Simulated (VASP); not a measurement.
A run of VASP 6.6.1 is set up as follows.

POSCAR

```
GaN
1.0
    0.0000000000      2.1352350000      2.1352350000
    2.1352350000      0.0000000000      2.1352350000
    2.1352350000      2.1352350000      0.0000000000
Ga N
1 1
Direct
    0.0000000000      0.0000000000      0.0000000000
    0.5000000000      0.5000000000      0.5000000000
```

INCAR.step1

```
  ALGO = Normal
  EDIFF = 1E-5
  ENCUT = 520
  GGA = PE
  ISIF = 2
  ISMEAR = -1
  LASPH = T
  LCHARG = F
  LREAL = F
  LWAVE = T
  NELM = 80
  PREC = Accurate
  SIGMA = 0.05
```

File INCAR.step2:

```
  AEXX = 0.05
  ALGO = Normal
  EDIFF = 1E-6
  ENCUT = 520
  GGA = PE
  HFSCREEN = 0.2
  ISIF = 2
  ISMEAR = -1
  ISTART = 1
  LASPH = T
  LCHARG = F
  LHFCALC = T
  LREAL = F
  LWAVE = F
  NELM = 80
  PREC = Accurate
  PRECFOCK = Fast
  SIGMA = 0.05
```

The input KPOINTS:

```
k-points
0
Gamma
  6 6 6
```

Potentials or basis: VASP PAW PBE potentials, release 64 (Ga_d, N).

Command:

```bash
$ cat potpaw_PBE.64/Ga_d/POTCAR potpaw_PBE.64/N/POTCAR > POTCAR
$ cp INCAR.step1 INCAR
$ mpirun -np 1 vasp_std > vasp.out
$ cp INCAR.step2 INCAR
$ mpirun -np 1 vasp_std > vasp.out
```

**Question.** Estimate the band gap on the k mesh.

**Answer.** 0.61 eV, indirect (least direct gap 2.60 eV).

**Question.** Predict the pressure.

**Answer.** -1.6 GPa.

Caveat: the k mesh is coarse (spacing up to 0.42 Å⁻¹), so the values aren't converged, least of all with exact exchange; the PAW data sets were made with another functional, which shifts forces and pressure a little. A k mesh can miss the band edges.
